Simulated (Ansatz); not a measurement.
**Hf vacancies in several crystals**

Calculated with the plane-wave PAW code Ansatz (scalar-relativistic, PAW set soft_2), not measured. Atoms are relaxed in small periodic supercells at the host's cell. Distances are those to the atoms of the nearest element, out to 1.25 times the shortest (mean and range); atoms of other elements can lie among them. They are left out where the atom moved off its site or the cell is too small to hold the shell. Moments under 0.05 μB aren't shown.

```json
{"host": "HfSiO4 (group 141)", "gap of the host (eV)": "5.4", "method": "PBEsol", "host atoms": "36", "distance from the empty site, host → relaxed (Å)": "8 O: 2.18 (2.11 to 2.25) → 2.33 (2.21 to 2.44)"}
{"host": "HfSiO4 (group 141)", "gap of the host (eV)": "5.3", "method": "PBE", "host atoms": "36", "distance from the empty site, host → relaxed (Å)": "8 O: 2.21 (2.14 to 2.28) → 2.35 (2.24 to 2.46)"}
{"host": "HfO2 (group 14)", "gap of the host (eV)": "4.0", "method": "PBE", "host atoms": "24", "distance from the empty site, host → relaxed (Å)": "7 O: 2.16 (2.05 to 2.27) → 2.36 (2.24 to 2.43)"}
{"host": "HfO2 (group 14)", "gap of the host (eV)": "4.0", "method": "PBEsol", "host atoms": "24", "distance from the empty site, host → relaxed (Å)": "7 O: 2.14 (2.04 to 2.23) → 2.34 (2.20 to 2.53)"}
```

Caveats: one start alone; the neutral cell holds a carrier in a band of the host; small cells.
